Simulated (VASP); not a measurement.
A run of VASP 6.6.1:

The input INCAR:

```
SYSTEM = NaF
  PREC = Accurate
  ENCUT = 600
  EDIFF = 1E-7
  ISMEAR = 0
  SIGMA = 0.03
  LREAL = .False.
  LASPH = .True.
  NELM = 80
  ALGO = Normal
  ISIF = 3
  LWAVE = .False.
  LCHARG = .False.
  GGA = PE
  IBRION = 2
  NSW = 90
  EDIFFG = -0.005
```

The input KPOINTS:

```
Automatic mesh
0
Gamma
  10 10 10
  0 0 0
```

File POSCAR:

```
NaF                                     
1.0
    0.0000000000      2.3468666130      2.3468666130
    2.3468666130      0.0000000000      2.3468666130
    2.3468666130      2.3468666130      0.0000000000
  Na              F             
     1     1
Direct
     1.0000000000000000    1.0000000000000000    0.0000000000000000
     0.5000000000000000    0.5000000000000000    0.5000000000000000
```

Potentials or basis: VASP PAW PBE potentials, release 64 (Na_pv, F).

Command:

```console
$ cat potpaw_PBE.64/Na_pv/POTCAR potpaw_PBE.64/F/POTCAR > POTCAR
$ mpirun -np 1 vasp_std > vasp.out
```

Hardware: 1 thread of AMD EPYC 9R45 (Zen 5), on a shared host.

Task: Estimate the wall time of this run.

Result: Run time: 12 s on 1 thread of AMD EPYC 9R45 (Zen 5), on a shared host, peak memory 0.12 GiB. Counts: scf iterations 14, k points 47, ion steps 1.
